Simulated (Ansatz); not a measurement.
# AlN (P6_3mc): all-electron equation of state

Where is the equilibrium volume of AlN (P6_3mc) with all electrons, and how stiff is it? Wanted for AlN (P6_3mc): an all-electron equation of state.

The COD entry's cell or inner coordinates are ideal or old and differ from later refinements, so a difference from it is no clean test against experiment.

All numbers are computed with Ansatz 0.2.0, driven from Python. Level of theory: DFT PBE, all-electron LAPW.

**1. Starting point**

It takes space group P6_3mc (No. 186, hexagonal). Conventional cell: a = 3.113 Å, b = 3.113 Å, c = 4.981 Å, α = 90.00°, β = 90.00°, γ = 120.00°. Al (site symmetry 3m) has 4 N at 1.89 Å as nearest neighbours. N (site symmetry 3m) is surrounded by 4 Al at 1.89 Å.

No structure file is read: the coordinates are typed or built in the script.

**2. Script**

File eos_lapw_aln.py:

```python
'''E(V) of AlN on LAPW.'''

import ansatz as az
from ase.eos import EquationOfState
from ase.units import GPa
import numpy as np

VECTORS = np.array([
    [3.113, 0.0, 0.0],
    [-1.5565, 2.695937, 0.0],
    [0.0, 0.0, 4.981],
])
SITES = [
    ('Al', (1 / 3, 2 / 3, 0.0)),
    ('Al', (2 / 3, 1 / 3, 0.5)),
    ('N', (1 / 3, 2 / 3, 0.38)),
    ('N', (2 / 3, 1 / 3, 0.88)),
]


def build(cell):
    crystal = az.Crystal(lattice=az.Lattice.of(cell))
    for symbol, position in SITES:
        crystal = crystal.atom(symbol, position)
    return crystal

volumes, energies = [], []
for scale in np.linspace(0.94, 1.06, 7):
    cell = VECTORS * scale ** (1 / 3)
    base = (
        build(cell).calculation()
        .occupations('fixed')  # whole-number filling, right only where there is a gap
        .functional('pbe')
        .scf(tolerance=1e-08)
        .kpoints(7, 7, 4)
        .pseudopotentials('all_electron', lapw=True)
    )
    rep = base.run().report
    volumes.append(abs(np.linalg.det(cell)) / len(SITES))
    energies.append(rep['free_energy_ev'] / len(SITES))
    print(f'{scale:.3f} {volumes[-1]:9.4f} A^3/atom {energies[-1]:16.5f} eV/atom  (estimated basis error {1000 * rep["lapw_basis_errors"]["total_ev_per_atom"]:.2f} meV/atom)')
v0, e0, bulk = EquationOfState(volumes, energies, eos='birchmurnaghan').fit()
print(f'V0 = {v0:.4f} A^3/atom, B0 = {bulk / GPa:.1f} GPa')
```

**3. What the engine is handed**

The package turns the script's settings into the engine's input (first run):

```yaml
crystal:
  lattice:
    - [3.049451556431543, 0.0, 0.0]
    - [-1.5247257782157715, 2.6409024351723045, 0.0]
    - [0.0, 0.0, 4.879318407512212]
  atoms:
    - { symbol: Al, position: [0.3333333333333333, 0.6666666666666666, 0.0] }
    - { symbol: Al, position: [0.6666666666666666, 0.3333333333333333, 0.5] }
    - { symbol: "N", position: [0.3333333333333333, 0.6666666666666666, 0.38] }
    - { symbol: "N", position: [0.6666666666666666, 0.3333333333333333, 0.88] }
kpoints:
  mp_grid:
    grid: [7, 7, 4]
hamiltonian:
  xc: pbe
  pseudopotentials:
    kind: all_electron
    lapw: {}
scf:
  convergence:
    dr2_threshold: 1.0e-08
  occupations:
    method: fixed
```

**4. The run**

The run is started by

```sh
python eos_lapw_aln.py
```

The log of the run:

```text
0.940    9.8237 A^3/atom      -4050.16115 eV/atom  (estimated basis error 0.12 meV/atom)
0.960   10.0327 A^3/atom      -4050.18121 eV/atom  (estimated basis error 0.12 meV/atom)
0.980   10.2417 A^3/atom      -4050.19469 eV/atom  (estimated basis error 0.12 meV/atom)
1.000   10.4507 A^3/atom      -4050.20221 eV/atom  (estimated basis error 0.12 meV/atom)
1.020   10.6597 A^3/atom      -4050.20431 eV/atom  (estimated basis error 0.12 meV/atom)
1.040   10.8687 A^3/atom      -4050.20149 eV/atom  (estimated basis error 0.12 meV/atom)
1.060   11.0777 A^3/atom      -4050.19421 eV/atom  (estimated basis error 0.12 meV/atom)
V0 = 10.6412 A^3/atom, B0 = 193.3 GPa
```

Run time: 2.1 min. Hardware: 1 thread of Arm Neoverse V2, shared host; peak memory 0.41 GiB.

**5. Inputs of later runs**

The engine's inputs for some of the other runs:

Run 2, against run 1:

```diff
@@ -3,3 +3,3 @@
-    - [3.049451556431543, 0.0, 0.0]
-    - [-1.5247257782157715, 2.6409024351723045, 0.0]
-    - [0.0, 0.0, 4.879318407512212]
+    - [3.070927274956301, 0.0, 0.0]
+    - [-1.5354636374781505, 2.6595009524137057, 0.0]
+    - [0.0, 0.0, 4.913680936896029]
```

Run 4, against run 1:

```diff
@@ -3,3 +3,3 @@
-    - [3.049451556431543, 0.0, 0.0]
-    - [-1.5247257782157715, 2.6409024351723045, 0.0]
-    - [0.0, 0.0, 4.879318407512212]
+    - [3.113, 0.0, 0.0]
+    - [-1.5565, 2.695937, 0.0]
+    - [0.0, 0.0, 4.981]
```

Run 7, against run 1:

```diff
@@ -3,3 +3,3 @@
-    - [3.049451556431543, 0.0, 0.0]
-    - [-1.5247257782157715, 2.6409024351723045, 0.0]
-    - [0.0, 0.0, 4.879318407512212]
+    - [3.1740547162003594, 0.0, 0.0]
+    - [-1.5870273581001797, 2.7488119336424823, 0.0]
+    - [0.0, 0.0, 5.078691468485059]
```

Lines on the test bed's own set-up are left out of the output.

**6. The runs side by side**

One row for each of the 7 runs:

| run | volume (Å³/atom) | energy from run 5 (meV/atom) | gap on the mesh (eV) | SCF cycles | CPU time (s) |
| --- | --- | --- | --- | --- | --- |
| 1 | 9.824 | 43.15 | 4.77 | 8 | 17 |
| 2 | 10.033 | 23.09 | 4.58 | 8 | 17 |
| 3 | 10.242 | 9.61 | 4.40 | 9 | 18 |
| 4 | 10.451 | 2.10 | 4.22 | 9 | 18 |
| 5 | 10.660 | 0.00 | 4.05 | 9 | 18 |
| 6 | 10.869 | 2.82 | 3.88 | 9 | 18 |
| 7 | 11.078 | 10.10 | 3.72 | 9 | 18 |

**7. Results**

| quantity | value |
| --- | --- |
| runs compared | 7 |
| range of energy | 43.15 meV/atom |
| lowest point, volume (Å³/atom) | 10.660 |
| equilibrium volume (fit) | 10.64 Å³/atom |
| bulk modulus (fit) | 193 GPa |

In words: A third-order Birch-Murnaghan fit through the 7 points has its minimum at 10.64 Å³ an atom, 1.8 % above the typed cell, with a bulk modulus of 193 GPa and dB/dP = 3.9. From that minimum the energy rises by 43.2 meV an atom on the compressed side and 10.1 meV on the expanded side. Caveats:
- All-electron totals depend on functional, relativistic treatment and basis; only differences at equal settings carry meaning.
- Shape and fractional positions are held along the curve, so the bulk modulus is an upper value where they are free to relax.
- Of the deposited cell: the entry's cell lengths or inner coordinates differ somewhat from later room-temperature determinations.
